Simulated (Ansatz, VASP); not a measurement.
**One calculation of Ga, two programs**

```xyz
3
Lattice="5.0119 0.0000 0.0000 -2.5060 4.3405 0.0000 0.0000 0.0000 3.0725" Properties=species:S:1:pos:R:3 pbc="T T T"
Ga    0.0000    0.0000    0.0000
Ga    0.0000    2.8936    1.5363
Ga    2.5060    1.4468    1.5363
```

Alike in both runs: task relaxation of cell and atoms; functional PBEsol; k mesh 6 × 6 × 6; occupations gaussian, width 0.1 eV; no spin polarisation.

|  | VASP | Ansatz |
| --- | --- | --- |
| version | VASP 6.6.1 | Ansatz 0.2.0 |
| potentials or method | VASP PAW PBE potentials, release 64 (Ga_d) | scalar-relativistic, plane waves, PAW |
| plane-wave cutoff (eV) | 600 | 420 |
| valence electrons in the cell | 39 | 39 |

Ansatz gave:

```
gap on the k mesh at the Fermi level, each at its own relaxed structure (eV) : none
relaxed volume (Å³/atom)                                                     : 18.00
relaxed cell length with the largest relative difference (Å)                 : 4.702
energy change over the relaxation (meV/atom)                                 : -128
```

Estimate VASP's values.

gap on the k mesh at the Fermi level, each at its own relaxed structure (eV): none; relaxed volume (Å³/atom): 17.95; relaxed cell length with the largest relative difference (Å): 4.697; energy change over the relaxation (meV/atom): -128.

A gap of «none» marks a metal or a gap that the smearing closes.

Caveats: the volume moved by over 15 % at a fixed basis, so the end points are rough (VASP); the PAW data sets were made with another functional, which shifts forces and pressure a little (VASP).
